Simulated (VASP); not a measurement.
**KBr: the relaxed cell at several levels of theory**

Aim: relax KBr at several levels of theory and compare the cells. The starting structure is a measured crystal structure from the Crystallography Open Database. The first relaxation on each setting starts from this cell expanded by 3 % in volume.

Calculated with VASP 6.6.1; Kohn-Sham DFT with plane waves and PAW; PBEsol, LDA, PBE, PBEsol + D3(BJ), r2SCAN and r2SCAN + rVV10.

### 1. Starting point

The structure is cubic, space group Fm-3m (No. 225). Conventional cell: a = 6.600 Å, b = 6.600 Å, c = 6.600 Å, α = 90.00°, β = 90.00°, γ = 90.00°. Br has 6 K at 3.30 Å nearest. K has 6 Br at 3.30 Å nearest. Farther neighbours and most contacts between anions are not listed.

Coordinates:

```xyz
2
Lattice="0.0000 3.3000 3.3000 3.3000 0.0000 3.3000 3.3000 3.3000 0.0000" Properties=species:S:1:pos:R:3 pbc="T T T"
Br    3.3000    3.3000    3.3000
K     0.0000    0.0000    0.0000
```

### 2. Relaxation with PBEsol

PBEsol restores the gradient expansion of exchange and is tuned for the cells of solids. This run starts from the cell of an earlier relaxation, which isn't shown; the restart sets up the plane waves anew.

File INCAR:

```
SYSTEM = KBr
PREC = Accurate
ENCUT = 450
EDIFF = 1E-06
NELM = 100
ISMEAR = 0
SIGMA = 0.03
LREAL = .FALSE.
ALGO = Normal
GGA = PS
NBANDS = 14
LORBIT = 11
LWAVE = .FALSE.
LCHARG = .FALSE.
KPAR = 4
IBRION = 2
NSW = 50
ISIF = 3
EDIFFG = -0.006
```

File POSCAR:

```
KBr
1.0
    0.0000000000      3.2788941758      3.2788941758
    3.2788941758      0.0000000000      3.2788941758
    3.2788941758      3.2788941758      0.0000000000
Br K
1 1
Direct
    0.5000000000      0.5000000000      0.5000000000
    0.0000000000      0.0000000000      0.0000000000
```

File KPOINTS:

```
Automatic mesh
0
Gamma
6 6 6
0 0 0
```

Potentials, in the order of the species: Br and K_sv (PBE family, release 64).

Run with:

```sh
$ mpirun -np 4 vasp_std
```

The log of the run:

```text
[banner, memory and clock lines left out]
running    4 mpi-ranks, on    1 nodes
 distrk:  each k-point on    1 cores,    4 groups
 distr:  one band on    1 cores,    1 groups

 POSCAR found type information on POSCAR BrK
 POSCAR found :  2 types and       2 ions
|                                                                             |
|               ----> ADVICE to this user running VASP <----                  |
|                                                                             |
|     You enforced a specific xc type in the INCAR file but a different       |
|     [... a line on the potential file left out ...]
|     I HOPE YOU KNOW WHAT YOU ARE DOING!                                     |
|                                                                             |

 LDA part: xc-table for (Slater+PW92), standard interpolation
 POSCAR, INCAR and KPOINTS ok, starting setup
 FFT: planning ... GRIDC
 FFT: planning ... GRID_SOFT
 FFT: planning ... GRID
 WAVECAR not read
 entering main loop
       N       E                     dE             d eps       ncg     rms          rms(c)
DAV:   1     0.901527909104E+02    0.90153E+02   -0.63926E+03   448   0.898E+02
DAV:   2    -0.107001846785E+01   -0.91223E+02   -0.85139E+02   562   0.221E+02
DAV:   3    -0.643227834829E+01   -0.53623E+01   -0.53357E+01   608   0.492E+01
DAV:   4    -0.662042845647E+01   -0.18815E+00   -0.18810E+00   692   0.812E+00
DAV:   5    -0.662187887871E+01   -0.14504E-02   -0.14504E-02   588   0.794E-01    0.317E+00
DAV:   6    -0.646444823659E+01    0.15743E+00   -0.21906E-01   544   0.240E+00    0.235E+00
DAV:   7    -0.645194118172E+01    0.12507E-01   -0.99804E-02   586   0.175E+00    0.113E+00
DAV:   8    -0.645894958096E+01   -0.70084E-02   -0.11499E-02   540   0.813E-01    0.152E-01
DAV:   9    -0.645925156131E+01   -0.30198E-03   -0.43024E-04   612   0.118E-01    0.860E-02
DAV:  10    -0.645966476975E+01   -0.41321E-03   -0.51088E-04   448   0.130E-01    0.318E-02
DAV:  11    -0.645966517441E+01   -0.40466E-06   -0.13115E-05   668   0.201E-02    0.109E-02
DAV:  12    -0.645966700667E+01   -0.18323E-05   -0.26394E-06   446   0.109E-02    0.431E-03
DAV:  13    -0.645966756085E+01   -0.55418E-06   -0.74312E-07   434   0.513E-03
   1 F= -.64596676E+01 E0= -.64596676E+01  d E =-.645967E+01
 curvature:   0.00 expect dE= 0.000E+00 dE for cont linesearch  0.000E+00
 trial: gam= 0.00000 g(F)=  0.660E-64 g(S)=  0.460E-06 ort = 0.000E+00 (trialstep = 0.100E+01)
 search vector abs. value=  0.460E-06
 reached required accuracy - stopping structural energy minimisation
```

Run time: 7.4 s. Hardware: 4 MPI ranks of AMD EPYC 7R43, shared host; peak memory 0.55 GiB.

The logs omit lines about the potential files and the build; timing stands in the text.

OUTCAR, selected parts (step 2):

```text
ion  position               nearest neighbor table
   1  0.500  0.500  0.500-   2 3.28   2 3.28   2 3.28   2 3.28   2 3.28   2 3.28
   2  0.000  0.000  0.000-   1 3.28   1 3.28   1 3.28   1 3.28   1 3.28   1 3.28

  LATTYP: Found a face centered cubic cell.
 ALAT       =     6.5577883516

 Subroutine GETGRP returns: Found 48 space group operations
 (whereof 48 operations were pure point group operations)

The static configuration has the point symmetry O_h .

 Found     16 irreducible k-points:

   k-points           NKPTS =     16   k-points in BZ     NKDIM =     16   number of bands    NBANDS=     14

   dimension x,y,z NGX =    32 NGY =   32 NGZ =   32
   dimension x,y,z NGXF=    64 NGYF=   64 NGZF=   64

   ENCUT  =  450.0 eV  33.07 Ry    5.75 a.u.   8.02  8.02  8.02*2*pi/ulx,y,z

   NELECT =      16.0000    total number of electrons

 k-points in reciprocal lattice and weights: Automatic mesh
   0.00000000  0.00000000  0.00000000       0.005
   0.16666667  0.00000000  0.00000000       0.037
   0.33333333  0.00000000  0.00000000       0.037
   0.50000000  0.00000000  0.00000000       0.019
   0.16666667  0.16666667  0.00000000       0.028
   0.33333333  0.16666667  0.00000000       0.111
   0.50000000  0.16666667  0.00000000       0.111
  -0.33333333  0.16666667  0.00000000       0.111
  -0.16666667  0.16666667  0.00000000       0.056
[...]
-0.33333333  0.33333333  0.16666667       0.111
  -0.33333333  0.50000000  0.16666667       0.056

 average (electrostatic) potential at core
       1 -64.7797       2 -36.5150

 E-fermi :  -1.6169

 k-point     1 :       0.0000    0.0000    0.0000
  band No.  band energies     occupation
    ...
      4     -12.8661      2.00000
      5     -12.8661      2.00000
      6      -1.7501      2.00000
      7      -1.7501      2.00000
      8      -1.7501      2.00000
      9       2.5755      0.00000
     10       5.7789      0.00000
     11       5.7789      0.00000
     12       5.7789      0.00000
     13       6.6305      0.00000
    ...

 k-point     2 :       0.1667    0.0000    0.0000
  band No.  band energies     occupation
    ...
      4     -12.8676      2.00000
      5     -12.8005      2.00000
      6      -2.1415      2.00000
      7      -1.8454      2.00000
      8      -1.8454      2.00000
      9       3.2531      0.00000
     10       5.6249      0.00000
     11       6.1125      0.00000
     12       6.1125      0.00000
     13       7.0024      0.00000
    ...

 k-point     3 :       0.3333    0.0000    0.0000
  band No.  band energies     occupation
    ...
      4     -12.8706      2.00000
      5     -12.6798      2.00000
      6      -2.7466      2.00000
      7      -2.0235      2.00000
      8      -2.0235      2.00000
      9       4.3563      0.00000
     10       5.9038      0.00000
     11       7.0048      0.00000
     12       7.0048      0.00000
     13       7.9352      0.00000
    ...

  Total       -0.0025224     -0.0025224     -0.0025224      0.0000000      0.0000000      0.0000000
  in kB       -0.0573198     -0.0573198     -0.0573198      0.0000000      0.0000000      0.0000000
  external PRESSURE =      -0.0573198 kB  Pullay stress =       0.0000000 kB

  energy-cutoff  :      450.00
  volume of cell :       70.50
      direct lattice vectors                 reciprocal lattice vectors
     0.000000000  3.278894176  3.278894176    -0.152490435  0.152490435  0.152490435
     3.278894176  0.000000000  3.278894176     0.152490435 -0.152490435  0.152490435
     3.278894176  3.278894176  0.000000000     0.152490435  0.152490435 -0.152490435

 POSITION                                       TOTAL-FORCE (eV/Angst)
 -----------------------------------------------------------------------------------
      3.27889      3.27889      3.27889        -0.000000     -0.000000     -0.000000
      0.00000      0.00000      0.00000         0.000000      0.000000      0.000000
 -----------------------------------------------------------------------------------
    total drift:                                0.000000     -0.000000     -0.000000

  FREE ENERGIE OF THE ION-ELECTRON SYSTEM (eV)
  ---------------------------------------------------
  free  energy   TOTEN  =        -6.4596675609 eV

  energy  without entropy=       -6.4596675609  energy(sigma->0) =       -6.45966756

 reached required accuracy - stopping structural energy minimisation

 total charge
# of ion       s       p       d       tot
------------------------------------------
    1        1.592   3.285   0.001   4.878
    2        1.957   5.567   0.026   7.549
--------------------------------------------------
tot          3.548   8.852   0.027  12.427

[... 3 further parts left out ...]
```

CONTCAR:

```
KBr
   1.00000000000000
     0.0000000000000000    3.2788941758000001    3.2788941758000001
     3.2788941758000001    0.0000000000000000    3.2788941758000001
     3.2788941758000001    3.2788941758000001    0.0000000000000000
  Br              K
     1     1
Direct
     0.5000000000000000    0.5000000000000000    0.5000000000000000
     0.0000000000000000    0.0000000000000000    0.0000000000000000
```

The PAW data sets were made with PBE, which is usual practice but a small mismatch for other functionals. The run keeps the 48 symmetry operations of its start, so it cannot find a distortion of lower symmetry.

With PBEsol the relaxed cell holds 35.252 Å³ an atom, -1.91 % against the measured cell, with a = 6.558 Å.

### 3. Relaxation with LDA

LDA, the lowest rung, knows the local density alone. This run starts from the cell of an earlier relaxation, which isn't shown; the restart sets up the plane waves anew.

Changes to INCAR since step 2:

```diff
@@ -9,3 +9,3 @@
 ALGO = Normal
-GGA = PS
+GGA = CA
 NBANDS = 14
```

File POSCAR:

```
KBr
1.0
    0.0000000000      3.1897709733      3.1897709733
    3.1897709733      0.0000000000      3.1897709733
    3.1897709733      3.1897709733      0.0000000000
Br K
1 1
Direct
    0.5000000000      0.5000000000      0.5000000000
    0.0000000000      0.0000000000      0.0000000000
```

KPOINTS is that of step 2.

Potentials, in the order of the species: Br and K_sv (LDA family, release 64).

Run with:

```sh
$ mpirun -np 4 vasp_std
```

The log of the run:

```text
[banner, memory and clock lines left out]
running    4 mpi-ranks, on    1 nodes
[...]
LDA part: xc-table for (Slater(with rela. corr.)+CA(PZ))
 , standard interpolation
 POSCAR, INCAR and KPOINTS ok, starting setup
[...]
entering main loop
       N       E                     dE             d eps       ncg     rms          rms(c)
DAV:   1     0.955242890890E+02    0.95524E+02   -0.63754E+03   448   0.909E+02
DAV:   2    -0.117454858435E+01   -0.96699E+02   -0.87582E+02   568   0.244E+02
DAV:   3    -0.682382672304E+01   -0.56493E+01   -0.56230E+01   598   0.506E+01
DAV:   4    -0.700515758904E+01   -0.18133E+00   -0.18128E+00   726   0.890E+00
[...]
DAV:  10    -0.683447305950E+01   -0.60788E-04   -0.69324E-05   484   0.457E-02    0.315E-02
DAV:  11    -0.683447162968E+01    0.14298E-05   -0.59908E-06   592   0.176E-02    0.461E-03
DAV:  12    -0.683447189295E+01   -0.26327E-06   -0.26968E-07   350   0.410E-03
   1 F= -.68344719E+01 E0= -.68344719E+01  d E =-.683447E+01
[...]
reached required accuracy - stopping structural energy minimisation
```

It took 6.6 s on 4 MPI ranks; peak memory 0.47 GiB.

OUTCAR, selected parts (step 3):

```text
  Total        0.0036097      0.0036097      0.0036097     -0.0000000      0.0000000      0.0000000
  in kB        0.0890988      0.0890988      0.0890988     -0.0000000      0.0000000      0.0000000
  external PRESSURE =       0.0890988 kB  Pullay stress =       0.0000000 kB

 POSITION                                       TOTAL-FORCE (eV/Angst)
 -----------------------------------------------------------------------------------
      3.18977      3.18977      3.18977        -0.000000     -0.000000     -0.000000
      0.00000      0.00000      0.00000         0.000000      0.000000      0.000000
 -----------------------------------------------------------------------------------
    total drift:                                0.000000     -0.000000     -0.000000

  FREE ENERGIE OF THE ION-ELECTRON SYSTEM (eV)
  ---------------------------------------------------
  free  energy   TOTEN  =        -6.8344718930 eV

  energy  without entropy=       -6.8344718930  energy(sigma->0) =       -6.83447189

[... 2 parts as in an earlier step ...]

[... 2 further parts left out ...]
[key lines of the parts left out:]
E-fermi :  -1.3139
```

With LDA the relaxed cell holds 32.455 Å³ an atom, -9.69 % against the measured cell, with a = 6.380 Å. That is -7.93 % from PBEsol.

### 4. Relaxation with PBE

PBE, the usual starting point, adds the gradient of the density. This run starts from the cell of an earlier relaxation, which isn't shown; the restart sets up the plane waves anew.

Changes to INCAR since step 3:

```diff
@@ -9,3 +9,3 @@
 ALGO = Normal
-GGA = CA
+GGA = PE
 NBANDS = 14
```

File POSCAR:

```
KBr
1.0
    0.0000000000      3.3560480038      3.3560480038
    3.3560480038      0.0000000000      3.3560480038
    3.3560480038      3.3560480038      0.0000000000
Br K
1 1
Direct
    0.5000000000      0.5000000000      0.5000000000
    0.0000000000      0.0000000000      0.0000000000
```

KPOINTS is that of step 3.

Potentials, in the order of the species: Br and K_sv (PBE family, release 64).

Run with:

```sh
$ mpirun -np 4 vasp_std
```

The log of the run:

```text
[banner, memory and clock lines left out]
running    4 mpi-ranks, on    1 nodes
[...]
LDA part: xc-table for (Slater+PW92), standard interpolation
 POSCAR, INCAR and KPOINTS ok, starting setup
[...]
entering main loop
       N       E                     dE             d eps       ncg     rms          rms(c)
DAV:   1     0.874867799656E+02    0.87487E+02   -0.62298E+03   448   0.883E+02
DAV:   2    -0.780452000340E+00   -0.88267E+02   -0.82281E+02   564   0.221E+02
DAV:   3    -0.617947682777E+01   -0.53990E+01   -0.53781E+01   610   0.492E+01
DAV:   4    -0.640694370524E+01   -0.22747E+00   -0.22738E+00   686   0.884E+00
[...]
DAV:  11    -0.622336688574E+01   -0.71181E-05   -0.25285E-05   644   0.269E-02    0.433E-03
DAV:  12    -0.622336983992E+01   -0.29542E-05   -0.43958E-06   446   0.147E-02    0.373E-03
DAV:  13    -0.622336996296E+01   -0.12304E-06   -0.45879E-07   446   0.380E-03
   1 F= -.62233700E+01 E0= -.62233700E+01  d E =-.622337E+01
[...]
reached required accuracy - stopping structural energy minimisation
```

It took 10 s on 4 MPI ranks; peak memory 0.65 GiB; 38 s of CPU time.

Parts of OUTCAR (step 4):

```text
  Total       -0.0083141     -0.0083141     -0.0083141      0.0000000      0.0000000      0.0000000
  in kB       -0.1762018     -0.1762018     -0.1762018      0.0000000      0.0000000      0.0000000
  external PRESSURE =      -0.1762018 kB  Pullay stress =       0.0000000 kB

 POSITION                                       TOTAL-FORCE (eV/Angst)
 -----------------------------------------------------------------------------------
      3.35605      3.35605      3.35605        -0.000000     -0.000000     -0.000000
      0.00000      0.00000      0.00000         0.000000      0.000000      0.000000
 -----------------------------------------------------------------------------------
    total drift:                                0.000000      0.000000      0.000000

  FREE ENERGIE OF THE ION-ELECTRON SYSTEM (eV)
  ---------------------------------------------------
  free  energy   TOTEN  =        -6.2233699630 eV

  energy  without entropy=       -6.2233699630  energy(sigma->0) =       -6.22336996

[... 2 parts as in an earlier step ...]

[... 2 further parts left out ...]
[key lines of the parts left out:]
E-fermi :  -1.7785
```

With PBE the relaxed cell holds 37.799 Å³ an atom, +5.18 % against the measured cell, with a = 6.712 Å. That is +7.23 % from PBEsol.

### 5. Relaxation with PBEsol + D3(BJ)

D3 with Becke-Johnson damping keeps a finite attraction at short range. This run starts from the cell of an earlier relaxation, which isn't shown; the restart sets up the plane waves anew.

Changes to INCAR since step 4:

```diff
@@ -9,3 +9,4 @@
 ALGO = Normal
-GGA = PE
+GGA = PS
+IVDW = 12
 NBANDS = 14
```

File POSCAR:

```
KBr
1.0
    0.0000000000      3.2104885807      3.2104885807
    3.2104885807      0.0000000000      3.2104885807
    3.2104885807      3.2104885807      0.0000000000
Br K
1 1
Direct
    0.5000000000      0.5000000000      0.5000000000
    0.0000000000      0.0000000000      0.0000000000
```

KPOINTS is that of step 4.

Run with:

```sh
$ mpirun -np 4 vasp_std
```

The log of the run:

```text
[banner, memory and clock lines left out]
running    4 mpi-ranks, on    1 nodes
[...]
[... a notice as in an earlier step ...]

 LDA part: xc-table for (Slater+PW92), standard interpolation
 POSCAR, INCAR and KPOINTS ok, starting setup
[...]
entering main loop
       N       E                     dE             d eps       ncg     rms          rms(c)
DAV:   1     0.933816659458E+02    0.93382E+02   -0.63875E+03   448   0.903E+02
DAV:   2    -0.126917570456E+01   -0.94651E+02   -0.87510E+02   600   0.230E+02
DAV:   3    -0.642523585496E+01   -0.51561E+01   -0.51366E+01   592   0.483E+01
DAV:   4    -0.659579763554E+01   -0.17056E+00   -0.17051E+00   710   0.802E+00
[...]
DAV:  11    -0.644483994235E+01   -0.55256E-06   -0.11236E-05   626   0.211E-02    0.105E-02
DAV:  12    -0.644484156880E+01   -0.16265E-05   -0.27714E-06   460   0.107E-02    0.379E-03
DAV:  13    -0.644484188043E+01   -0.31163E-06   -0.54046E-07   374   0.487E-03
   1 F= -.68929316E+01 E0= -.68929316E+01  d E =-.689293E+01
[...]
reached required accuracy - stopping structural energy minimisation
```

The job ended after 8.2 s (4 MPI ranks; peak memory 0.57 GiB).

OUTCAR, selected parts (step 5):

```text
 Edisp (eV)   -0.44809

  Total       0.00728     0.00728     0.00728     0.00000     0.00000    -0.00000
  in kB       0.17630     0.17630     0.17630     0.00000     0.00000    -0.00000
  external pressure =        0.18 kB  Pullay stress =        0.00 kB

 POSITION                                       TOTAL-FORCE (eV/Angst)
 -----------------------------------------------------------------------------------
      3.21049      3.21049      3.21049         0.000000      0.000000      0.000000
      0.00000      0.00000      0.00000         0.000000     -0.000000     -0.000000
 -----------------------------------------------------------------------------------
    total drift:                                0.000000     -0.000000     -0.000000

  FREE ENERGIE OF THE ION-ELECTRON SYSTEM (eV)
  ---------------------------------------------------
  free  energy   TOTEN  =        -6.8929316346 eV

  energy  without entropy=       -6.8929316346  energy(sigma->0) =       -6.89293163

[... 2 parts as in an earlier step ...]

[... 2 further parts left out ...]
[key lines of the parts left out:]
E-fermi :  -1.3118
```

With PBEsol + D3(BJ) the relaxed cell holds 33.091 Å³ an atom, -7.92 % against the measured cell, with a = 6.421 Å. That is -6.13 % from PBEsol.

[end of part 1 of 2]

[Lines on the potential files, build, host, timing and source positions are cut from VASP's logs without a mark.]

[Logs are printed without paths, hosts, clocks, repeated set-up lines and the standing remarks that a program may print on its own settings, such as how far it seeks lower states.]

[Hosts, paths, dates, database ids (printed as entryN), source tags and the programs' standing remarks are cut or masked in the printed files.]
